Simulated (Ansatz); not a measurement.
**What DFT gives for Ag**

```
CELL_PARAMETERS angstrom
2.72537 0.00000 0.00000
0.90885 2.56937 0.00000
0.90885 0.64255 2.48772
ATOMIC_POSITIONS crystal
Ag 0.00000 0.00000 0.00000
```

The numbers come from plane-wave PAW DFT (Ansatz): PBE, no spin polarisation, 420 eV, 13×13×13 Γ-centred k points, gaussian occupations (width 0.0482 eV). Nothing was relaxed.

**Question.** What does the stress say?

**Answer.** The pressure is 7.4 GPa (compression positive), so with the atoms held at these fractions the cell would first expand. The principal stresses 2.6, 2.6, 16.9 GPa differ, so its shape would change too.

**Question.** Describe some of the short contacts.

**Answer.** Ag–Ag at 2.73 Å: least valence density 0.28 e/Å³ and ELF 0.17 there. Both are smooth PAW fields, read partly inside the augmentation spheres.

**Question.** Is there a gap?

**Answer.** It is a metal, with about 0.26 states/eV a cell as the mean within 0.25 eV of the Fermi level.

Origin: a known structure type with other elements, at an estimated volume, so it need not be a known compound.
